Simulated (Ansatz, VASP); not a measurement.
Ti: VASP beside Ansatz

```xyz
2
Lattice="2.9500 0.0000 0.0000 -1.4750 2.5548 0.0000 0.0000 0.0000 4.6860" Properties=species:S:1:pos:R:3 pbc="T T T"
Ti    0.0000    1.7032    1.1715
Ti    1.4750    0.8516    3.5145
```

Alike in both runs: task electric field gradients; functional PBEsol; k mesh 14 × 14 × 8; occupations fermi-dirac, width 0.05 eV; no spin polarisation.

```csv
,VASP,Ansatz
version,VASP 6.6.1,Ansatz 0.2.0
potentials or method,"VASP PAW PBE potentials, release 64 (Ti_sv), cutoff 520 eV","all-electron PAW with datasets made for the crystal, scalar-relativistic"
```

VASP gave:

- pressure (GPa): -6.1
- largest component of the traceless stress (GPa): 0.36
- Vzz of the field gradient on the site that differs most (V/Å²): 16.6

Task: What did Ansatz give for the same quantities?

Result: Pressure (GPa): -5.9; largest component of the traceless stress (GPa): 0.36; Vzz of the field gradient on the site that differs most (V/Å²): 18.2.

Ansatz ran all-electron here, so the differences hold the error of VASP's frozen core and of both bases.

Caveats: the PAW data sets were made with another functional, which shifts forces and pressure a little (VASP).
